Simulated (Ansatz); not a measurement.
HfO₂: computed properties

Level of theory: Ansatz 0.2.0, DFT PBE, scalar-relativistic, plane waves, PAW.

Cutoff 420 eV; k points 6×6×4 on the computed 6-atom cell (Γ-centred); Gaussian smearing, width 0.02 eV; no spin polarisation.

The structure is relaxed at this level of theory with its symmetry kept. This form isn't the usual stable structure of the compound.

Symmetry: P4_2/nmc, No. 137, tetragonal system. Conventional cell: a = 3.604 Å, b = 3.604 Å, c = 5.264 Å, α = 90.00°, β = 90.00°, γ = 90.00°. Hf (site symmetry -4m2) is surrounded by 4 O at 2.07 Å. O (site symmetry 2mm) is surrounded by 2 Hf at 2.07 Å.

```
Volume per atom                                                                                                                             : 11.40 Å³
Formation energy from the elements' standard states (uncorrected)                                                                           : -3.407 eV/atom
Kohn–Sham band gap                                                                                                                          : 4.67 eV, indirect from Z to Γ
Löwdin character of the top 1 eV of the valence band                                                                                        : O 2p 91 %
Löwdin character of the lowest 1 eV of the conduction band                                                                                  : Hf 5d 86 %, O 2p 10 %
Electron masses at the edge by Cartesian direction of the standard setting (m_e; degenerate bands sorted by energy; no spin-orbit coupling) : x: 0.88, 0.63; y: 0.88, 0.63; z: 1.0, 2.0
Hole masses at the edge by Cartesian direction of the standard setting (m_e; degenerate bands sorted by energy; no spin-orbit coupling)     : x: 1.2, 0.71; y: 1.2, 0.71; z: 6.6, 6.6
Bulk modulus                                                                                                                                : 165 GPa
Its pressure derivative                                                                                                                     : 6.2
Electronic dielectric constant xx, yy, zz of the standard setting (independent particles)                                                   : 5.4, 5.4, 4.9
Bader charges (e)                                                                                                                           : Hf (2 in the cell) 2.66, O (4 in the cell) -1.33
```

Spin-orbit coupling is left out, which matters for the bands of heavy elements.